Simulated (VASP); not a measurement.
# TiC (Fm-3m) in VASP: notebook

One crystal, TiC, is run at these levels: PBE; tasks: single point.

All numbers are computed with VASP 6.6.1; they aren't measurements. Logs are shortened: lines on timing, memory, paths and dates and some standing lists are left out, and cuts for length are marked.

## 1. Starting point

The structure is cubic, space group Fm-3m (No. 225). Conventional cell: a = 4.319 Å, b = 4.319 Å, c = 4.319 Å, α = 90.00°, β = 90.00°, γ = 90.00°. Around Ti (site symmetry m-3m) lie 6 C at 2.16 Å. C (site symmetry m-3m) has 6 Ti at 2.16 Å as nearest neighbours.

## 2. Single point, PBE

File INCAR:

```
  ALGO = Fast
  EDIFF = 1E-7
  ENCUT = 520
  GGA = PE
  ISIF = 2
  ISMEAR = 0
  LASPH = True
  LCHARG = False
  LREAL = False
  LWAVE = False
  NELM = 60
  PREC = Accurate
  SIGMA = 0.1
```

File KPOINTS:

```
k-points
0
Gamma
  4 4 4
```

File POSCAR:

```
TiC
1.0
    0.0000000000      2.1593000000      2.1593000000
    2.1593000000      0.0000000000      2.1593000000
    2.1593000000      2.1593000000      0.0000000000
Ti C
1 1
Direct
    0.0000000000      0.0000000000      0.0000000000
    0.5000000000      0.5000000000      0.5000000000
```

Potentials or basis: VASP PAW PBE potentials, release 64 (Ti_sv, C).

Command:

```
> cat potpaw_PBE.64/Ti_sv/POTCAR potpaw_PBE.64/C/POTCAR > POTCAR
> mpirun -np 1 vasp_std > vasp.out
```

OUTCAR:

```text
EDIFF = 1E-7
   ENCUT = 520
   GGA = PE
   ISIF = 2
   ISMEAR = 0
   LASPH = True
   LREAL = False
   NELM = 60
   PREC = Accurate

 ion  position               nearest neighbor table
   1  0.000  0.000  0.000-   2 2.16   2 2.16   2 2.16   2 2.16   2 2.16   2 2.16
   2  0.500  0.500  0.500-   1 2.16   1 2.16   1 2.16   1 2.16   1 2.16   1 2.16

  LATTYP: Found a face centered cubic cell.
 ALAT       =     4.3186000000

  Lattice vectors:

 A1 = (   0.0000000000,   2.1593000000,   2.1593000000)
 A2 = (   2.1593000000,   0.0000000000,   2.1593000000)
 A3 = (   2.1593000000,   2.1593000000,   0.0000000000)

Analysis of symmetry for initial positions (statically):
=====================================================================
 Subroutine PRICEL returns:
 Original cell was already a primitive cell.

 Routine SETGRP: Setting up the symmetry group for a
 face centered cubic supercell.

 Subroutine GETGRP returns: Found 48 space group operations
 (whereof 48 operations were pure point group operations)
 out of a pool of 48 trial point group operations.

The static configuration has the point symmetry O_h .

Analysis of symmetry for dynamics (positions and initial velocities):
=====================================================================
 Subroutine PRICEL returns:
 Original cell was already a primitive cell.

 Routine SETGRP: Setting up the symmetry group for a
 face centered cubic supercell.

 Subroutine GETGRP returns: Found 48 space group operations
 (whereof 48 operations were pure point group operations)
 out of a pool of 48 trial point group operations.

The dynamic configuration has the point symmetry O_h .

 Subroutine INISYM returns: Found 48 space group operations
 (whereof 48 operations are pure point group operations),
 and found     1 'primitive' translations

----------------------------------------------------------------------------------------

                                     Primitive cell

  volume of cell :      20.1358

  direct lattice vectors                    reciprocal lattice vectors
     0.000000000  2.159300000  2.159300000    -0.231556523  0.231556523  0.231556523
     2.159300000  0.000000000  2.159300000     0.231556523 -0.231556523  0.231556523
     2.159300000  2.159300000  0.000000000     0.231556523  0.231556523 -0.231556523

  length of vectors
     3.053711345  3.053711345  3.053711345     0.401067663  0.401067663  0.401067663

  position of ions in fractional coordinates (direct lattice)
     0.000000000  0.000000000  0.000000000
     0.500000000  0.500000000  0.500000000

  ion indices of the primitive-cell ions
   primitive index   ion index
                 1           1
                 2           2

----------------------------------------------------------------------------------------

 KPOINTS: k-points

Automatic generation of k-mesh.
 Grid dimensions read from file:
 generate k-points for:    4    4    4

 Generating k-lattice:

  Cartesian coordinates                     Fractional coordinates (reciprocal lattice)
    -0.057889131  0.057889131  0.057889131     0.250000000  0.000000000  0.000000000
     0.057889131 -0.057889131  0.057889131     0.000000000  0.250000000  0.000000000
     0.057889131  0.057889131 -0.057889131     0.000000000  0.000000000  0.250000000

  Length of vectors
     0.100266916  0.100266916  0.100266916

  Shift w.r.t. Gamma in fractional coordinates (k-lattice)
     0.000000000  0.000000000  0.000000000

 Subroutine IBZKPT returns following result:
 ===========================================

 Found      8 irreducible k-points:

 Following reciprocal coordinates:
            Coordinates               Weight
  0.000000  0.000000  0.000000      1.000000
  0.250000  0.000000  0.000000      8.000000
  0.500000  0.000000  0.000000      4.000000
  0.250000  0.250000  0.000000      6.000000
  0.500000  0.250000  0.000000     24.000000
 -0.250000  0.250000  0.000000     12.000000
  0.500000  0.500000  0.000000      3.000000
 -0.250000  0.500000  0.250000      6.000000
   k-points           NKPTS =      8   k-points in BZ     NKDIM =      8   number of bands    NBANDS=     12
   number of dos      NEDOS =    301   number of ions     NIONS =      2
   total plane-waves  NPLWV =  13824
   dimension x,y,z NGX =    24 NGY =   24 NGZ =   24
   dimension x,y,z NGXF=    48 NGYF=   48 NGZF=   48
   ions per type =               1   1
   NGX,Y,Z   is equivalent  to a cutoff of  13.07, 13.07, 13.07 a.u.
   NGXF,Y,Z  is equivalent  to a cutoff of  26.13, 26.13, 26.13 a.u.
 SYSTEM =  unknown system
   PREC   = accura    normal or accurate (medium, high low for compatibility)
   ISTART =      0    job   : 0-new  1-cont  2-samecut
   ICHARG =      2    charge: 1-file 2-atom 10-const
   ISPIN  =      1    spin polarized calculation?
   LNONCOLLINEAR =      F non collinear calculations
   LSORBIT =      F    spin-orbit coupling
   LASPH  =      T    aspherical Exc in radial PAW
   ENCUT  =  520.0 eV  38.22 Ry    6.18 a.u.   5.68  5.68  5.68*2*pi/ulx,y,z
   NELM   =     60;   NELMIN=  2; NELMDL= -5     # of ELM steps
   EDIFF  = 0.1E-06   stopping-criterion for ELM
   LREAL  =      F    real-space projection
   EDIFFG = 0.1E-05   stopping-criterion for IOM
   NSW    =      0    number of steps for IOM
   IBRION =     -1    ionic relax: 0-MD 1-quasi-New 2-CG
   NFREE  =      0    steps in history (QN), initial steepest desc. (CG)
   ISIF   =      2    stress and relaxation
   ISYM   =      2    0-nonsym 1-usesym 2-fastsym
   POTIM  = 0.5000    time-step for ionic-motion
   TEBEG  =    0.0;   TEEND  =   0.0 temperature during run
   PSTRESS=    0.0 pullay stress
   NELECT =      16.0000    total number of electrons
   NUPDOWN=      -1.0000    fix difference up-down
   EMIN   =  10.00;   EMAX   =-10.00  energy-range for DOS
   EFERMI =   0.00;   METHOD = LEGACY
   ISMEAR =     0;   SIGMA  =   0.10  broadening in eV -4-tet -1-fermi 0-gaus
   EFERMI_NEDOS =   21; number of points for ismear=-14 and -15
   IALGO  =     68    algorithm
   IMIX   =      4    mixing-type and parameters
     AMIX     =   0.40;   BMIX     =  1.00
     AMIX_MAG =   1.60;   BMIX_MAG =  1.00
  volume/ion in A,a.u.               =      10.07        67.94
  Fermi-wavevector in a.u.,A,eV,Ry     =   1.516323  2.865436 31.283015  2.299237
  Thomas-Fermi vector in A             =   2.625728
   LORBIT       =      0    0 simple, 1 ext, 2 COOP (PROOUT), +10 PAW based schemes
   GGA     = PE    functional components
   LHFCALC =     F    Hartree Fock is set to
   AEXX    =    0.0000 exact exchange contribution
   IVDW    =     0    specifies the selected vdW correction
   LEPSILON=     F    determine dielectric tensor
   LRPA    =     F    only Hartree local field effects (RPA)
 non-spin polarized calculation
 RMM-DIIS sequential band-by-band and
 Gauss-broadening in eV      SIGMA  =   0.10
  energy-cutoff  :      520.00
  volume of cell :       20.14
 maximum number of plane-waves:       560
 NGX is ok and might be reduce to    24
   NGX = 11   NGY = 11   NGZ = 11

 number of electron      16.0000002 magnetization

 Free energy of the ion-electron system (eV)
  ---------------------------------------------------
  ext. energy  EPLUGINS =         0.00000000
  ---------------------------------------------------
  free energy    TOTEN  =       -18.65422330 eV

  energy without entropy =      -18.65351230  energy(sigma->0) =      -18.65386780

 E-fermi :   9.2735     XC(G=0): -12.7474

 val. band max:        9.0903921319   @ k =   0.2500   0.2500   0.0000
 cond. band min:       9.4390868944   @ k =   0.5000   0.5000   0.0000
 fundamental gap:      0.3486947625
 Fermi energy:         9.2735198436

 k-point     1 :       0.0000    0.0000    0.0000
  band No.  band energies     occupation
      1     -46.9752      2.00000
      2     -22.9986      2.00000
      3     -22.9986      2.00000
      4     -22.9986      2.00000
      5      -2.9576      2.00000
      6      10.2547      0.00000
      7      10.2547      0.00000
      8      10.2547      0.00000
      9      11.1423      0.00000
     10      11.1423      0.00000
     11      11.1423      0.00000
     12      11.2979      0.00000

 k-point     2 :       0.2500    0.0000    0.0000
  band No.  band energies     occupation
      1     -46.9373      2.00000
      2     -23.2616      2.00000
      3     -23.0234      2.00000
      4     -23.0234      2.00000
      5      -1.6374      2.00000
      6       6.7489      2.00000
      7       7.7964      2.00000
      8       7.7964      2.00000
      9      11.3437      0.00000
     10      11.3437      0.00000
     11      12.3812      0.00000
     12      15.4101      0.00000

 k-point     3 :       0.5000    0.0000    0.0000
  band No.  band energies     occupation
      1     -46.8990      2.00000
      2     -23.5143      2.00000
      3     -23.0480      2.00000
      4     -23.0480      2.00000
      5       0.5506      2.00000
      6       3.6237      2.00000
      7       6.5841      2.00000
      8       6.5841      2.00000
      9      12.5200      0.00000
     10      12.5200      0.00000
     11      13.6964      0.00000
     12      17.7715      0.00000

 k-point     4 :       0.2500    0.2500    0.0000
  band No.  band energies     occupation
      1     -46.9247      2.00000
      2     -23.2359      2.00000
      3     -23.0857      2.00000
      4     -23.0857      2.00000
      5      -1.4715      2.00000
      6       6.0568      2.00000
      7       8.9410      2.00000
      8       9.0904      1.99040
      9       9.0904      1.99040
     10      11.7829      0.00000
     11      13.3378      0.00000
     12      13.3378      0.00000

 k-point     5 :       0.5000    0.2500    0.0000
  band No.  band energies     occupation
      1     -46.8865      2.00000
      2     -23.4120      2.00000
      3     -23.1842      2.00000
      4     -23.1108      2.00000
      5      -0.1409      2.00000
      6       5.1651      2.00000
      7       6.6087      2.00000
      8       7.6163      2.00000
      9      11.0192      0.00000
     10      12.7703      0.00000
     11      13.4166      0.00000
     12      15.1835      0.00000

 k-point     6 :      -0.2500    0.2500    0.0000
  band No.  band energies     occupation
      1     -46.8992      2.00000
      2     -23.3631      2.00000
      3     -23.1993      2.00000
      4     -23.0488      2.00000
      5      -0.2360      2.00000
      6       5.0841      2.00000
      7       6.7834      2.00000
      8       6.9187      2.00000
      9      11.7386      0.00000
     10      12.7490      0.00000
     11      13.5293      0.00000
     12      14.4228      0.00000

 k-point     7 :       0.5000    0.5000    0.0000
  band No.  band energies     occupation
      1     -46.8738      2.00000
      2     -23.4500      2.00000
      3     -23.1728      2.00000
      4     -23.1728      2.00000
      5      -0.6756      2.00000
      6       6.0529      2.00000
      7       7.9044      2.00000
      8       9.4391      0.01921
      9       9.4391      0.01921
     10      12.3107      0.00000
     11      13.1328      0.00000
     12      13.1328      0.00000

 k-point     8 :      -0.2500    0.5000    0.2500
  band No.  band energies     occupation
      1     -46.8738      2.00000
      2     -23.3122      2.00000
      3     -23.3122      2.00000
      4     -23.1809      2.00000
      5      -0.0710      2.00000
      6       6.3444      2.00000
      7       6.3444      2.00000
      8       6.7704      2.00000
      9      12.3571      0.00000
     10      12.3571      0.00000
     11      13.1363      0.00000
     12      14.8077      0.00000

------------------------ aborting loop because EDIFF is reached ----------------------------------------

  FORCE on cell =-STRESS in cart. coord.  units (eV):
  Direction    XX          YY          ZZ          XY          YZ          ZX
  --------------------------------------------------------------------------------------
  -------------------------------------------------------------------------------------
  Total        0.2299751      0.2299751      0.2299751     -0.0000000     -0.0000000     -0.0000000
  in kB       18.2987929     18.2987929     18.2987929     -0.0000000     -0.0000000     -0.0000000
  external PRESSURE =      18.2987929 kB  Pullay stress =       0.0000000 kB

 VOLUME and BASIS-vectors are now :
 -----------------------------------------------------------------------------
  energy-cutoff  :      520.00
  volume of cell :       20.14
      direct lattice vectors                 reciprocal lattice vectors
     0.000000000  2.159300000  2.159300000    -0.231556523  0.231556523  0.231556523
     2.159300000  0.000000000  2.159300000     0.231556523 -0.231556523  0.231556523
     2.159300000  2.159300000  0.000000000     0.231556523  0.231556523 -0.231556523

 POSITION                                       TOTAL-FORCE (eV/Angst)
 -----------------------------------------------------------------------------------
      0.00000      0.00000      0.00000        -0.000000     -0.000000      0.000000
      2.15930      2.15930      2.15930         0.000000      0.000000     -0.000000
 -----------------------------------------------------------------------------------
    total drift:                                0.000000     -0.000000     -0.000000

  FREE ENERGIE OF THE ION-ELECTRON SYSTEM (eV)
  ---------------------------------------------------
  free  energy   TOTEN  =       -18.6542233001 eV

  energy  without entropy=      -18.6535123009  energy(sigma->0) =      -18.65386780
```

Wall time 4.5 s (1 thread of Intel Xeon 6975P-C (Granite Rapids), shared host); peak memory 0.13 GiB.

Results:

```
Free energy            : -18.6542 eV
Pressure               : 1.8 GPa
Band gap on the k mesh : none (metal or under the smearing width)
```

Caveat: the k mesh is coarse (spacing up to 0.63 Å⁻¹), so the values aren't converged.

## 3. Single point, PBE

INCAR is that of step 2.

File KPOINTS:

```
k-points
0
Gamma
  6 6 6
```

POSCAR is that of step 2.

Potentials or basis: VASP PAW PBE potentials, release 64 (Ti_sv, C).

Command:

```
> cat potpaw_PBE.64/Ti_sv/POTCAR potpaw_PBE.64/C/POTCAR > POTCAR
> mpirun -np 1 vasp_std > vasp.out
```

It took 11 s on 1 thread of Intel Xeon 6975P-C (Granite Rapids), shared host; peak memory 0.13 GiB.

The run converged. Its results:

| Item | Value |
| --- | --- |
| Free energy | -18.6960 eV |
| Pressure | 2.8 GPa |
| Band gap on the k mesh | none (metal or under the smearing width) |

Levels at points of the mesh, in eV from the Fermi level:
```csv
k point,band 4,band 5,band 6,band 7,band 8,band 9,band 10,band 11,band 12
"(0.00, 0.00, 0.00)",-32.47,-12.32,0.81,0.81,0.81,1.81,1.81,1.81,1.84
"(0.50, 0.00, 0.00)",-32.52,-8.80,-5.77,-2.81,-2.81,3.06,3.06,4.26,8.38
"(0.50, 0.50, 0.00)",-32.65,-10.03,-3.32,-1.53,0.09,0.09,2.85,3.67,3.67
```

Caveat: the k mesh is coarse (spacing up to 0.42 Å⁻¹), so the values aren't converged.

## 4. Single point, PBE

INCAR is that of step 3.

File KPOINTS:

```
k-points
0
Gamma
  8 8 8
```

POSCAR is that of step 3.

Command:

```
> cat potpaw_PBE.64/Ti_sv/POTCAR potpaw_PBE.64/C/POTCAR > POTCAR
> mpirun -np 1 vasp_std > vasp.out
```

Run time: 17 s. Hardware: 1 thread of Intel Xeon 6975P-C (Granite Rapids), shared host; peak memory 0.14 GiB.

It converged, with:

```
Free energy            : -18.7060 eV
Pressure               : 2.8 GPa
Band gap on the k mesh : none (metal or under the smearing width)
```

Levels at points of the mesh, in eV from the Fermi level:
| k point | band 6 | band 7 | band 8 | band 9 | band 10 | band 11 |
| --- | --- | --- | --- | --- | --- | --- |
| (0.00, 0.00, 0.00) | 0.74 | 0.74 | 0.74 | 1.73 | 1.73 | 1.73 |
| (0.50, 0.00, 0.00) | -5.83 | -2.88 | -2.88 | 2.99 | 2.99 | 4.19 |
| (0.50, 0.50, 0.00) | -3.39 | -1.60 | 0.02 | 0.02 | 2.78 | 3.60 |

## 5. The runs side by side

```csv
k mesh,mesh quality,gap on the mesh (eV),pressure (GPa)
4 × 4 × 4,coarse,none,1.8
6 × 6 × 6,coarse,none,2.8
8 × 8 × 8,not flagged,none,2.8
```

Alike in all rows: task single point; level PBE; potentials or basis VASP PAW PBE potentials, release 64 (Ti_sv, C); no spin polarisation; cell as given; cutoff (eV) 520; smearing gaussian 0.1 eV.

Caveats: some runs use coarse meshes.

Total energies depend on the potentials used, so only differences within one code and one set of settings carry meaning.
